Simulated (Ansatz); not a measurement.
TiO₂ (I4/m) by several functionals

All numbers come from Ansatz. Calculated for a static, non-magnetic cell.

Structure: TiO₂ (I4/m) from a database of computed structures, at its r2SCAN minimum. The symmetry is I4/m (No. 87, tetragonal); a = 8.697 Å, c = 3.762 Å in the conventional setting, 11.86 Å³ an atom. Ti has 6 O at 1.79–2.25 Å; O has 4 Ti at 1.95–2.25 Å; O has 2 Ti at 1.79–1.80 Å.

Relaxed lattice by functional, symmetry kept:
```tsv
functional	k mesh	a (Å)	c (Å)	volume (Å³/atom)
PBE	6×6×6	8.809	3.765	12.17
r2SCAN	6×6×6	8.697	3.762	11.86
PBEsol	6×6×6	8.664	3.762	11.77
```

Gaps on the r2SCAN cell, each the least over its mesh and the special points:

| level | k mesh | gap (eV) | kind | edges | least direct gap (eV) |
| --- | --- | --- | --- | --- | --- |
| PBE | 8×8×8 | 1.72 | indirect | M → Γ | 2.40 |
| r2SCAN | 8×8×8 | 2.09 | indirect | M → Γ | 2.79 |
| HSE06 | 4×4×4 | 3.11 | indirect | M → Γ | 3.86 |
| PBE0 | 4×4×4 | 3.85 | indirect | M → Γ | 4.60 |

PBE: smearing of 0.02 eV; the others have fixed occupations.
Wave cutoffs: 420 eV, 500 eV (r2SCAN).

With HSE06 the valence top lies at M and the conduction bottom at Γ, 3.11 eV higher; the smallest vertical gap, at Γ, is 3.86 eV.

r2SCAN covers 27 % of the step from PBE to HSE06. All these functionals give a gap of the same kind, indirect.

r2SCAN (ground state on 6×6×6): The electronic dielectric tensor ε∞ is 5.64 along x and y, 5.44 along z. Born charges, averaged over directions: Ti +5.90, O -3.14 to -2.76 e. The program notes that the ground state's band table doesn't vouch for all the bands that the response reads.

On the PBEsol cell (a = 8.664 Å, c = 3.762 Å), with PBEsol: All optical modes at Γ are real, from 26 to 860 cm⁻¹ without the longitudinal term; this says nothing of other wave vectors. With the long-range field the highest mode reaches 1019 cm⁻¹. By the program's warning the force constants, and with them frequencies and ε⁰, aren't converged on this mesh. The clamped-ion dielectric constant comes out as 6.21 along x and y, 5.98 along z. With the ions relaxed, ε⁰ is 36.0 along x and y, 32.0 along z. Born charges, averaged over directions: Ti +5.96, O -3.18 to -2.78 e. The program notes that the ground state's band table doesn't vouch for all the bands that the response reads.

The meshes of the hybrids are coarse, so their gaps aren't converged to the digits shown.
